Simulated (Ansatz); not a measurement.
**Ag under changes of volume**

One of the cells (18.154 Å³/atom); the others are scaled copies at fixed shape and fractional positions:

```
CELL_PARAMETERS angstrom
-1.65565 1.65565 1.65565
1.65565 -1.65565 1.65565
1.65565 1.65565 -1.65565
ATOMIC_POSITIONS crystal
Ag 0.00000 0.00000 0.00000
```

This isn't the form of Ag at room conditions, which is fcc.

```yaml
Program: Ansatz 0.2.0
Functional: PBE
Potentials_or_basis: all-electron LAPW, scalar-relativistic
Cutoff: 263 eV (chosen from the basis error)
Basis_error_allowed: 0.0005 eV/atom
k_mesh: 11 × 11 × 11
Occupations: fermi-dirac, width 0.05 eV
Spin: no spin polarisation
```

| volume (Å³/atom) | energy over the lowest point (meV/atom) | pressure (GPa) |
| --- | --- | --- |
| 17.065 | 14.61 | 5.5 |
| 17.428 | 4.87 | 3.1 |
| 17.791 | 0.22 | 1.0 |
| 18.154 | 0.00 | -0.8 |
| 18.517 | ? | ? |
| 18.880 | 10.72 | -3.8 |
| 19.243 | 20.72 | -5.0 |

Q: What does the run at 18.517 Å³/atom give?

A: Energy over the lowest point 3.67 meV/atom; pressure -2.4 GPa.

Worked out: A Birch-Murnaghan fit of order 3 (a polynomial in V^(-2/3)) to the other rows has its minimum at 17.99 Å³/atom with B0 = V·E''(V) = 90 GPa and B' = 5.7. It gives 3.67 meV/atom at 18.517 Å³/atom, against the run's 3.67, and -dE/dV = -2.4 GPa, against -2.4.

Energies are extrapolated to zero smearing.

The runs don't all hold the same shells in valence.
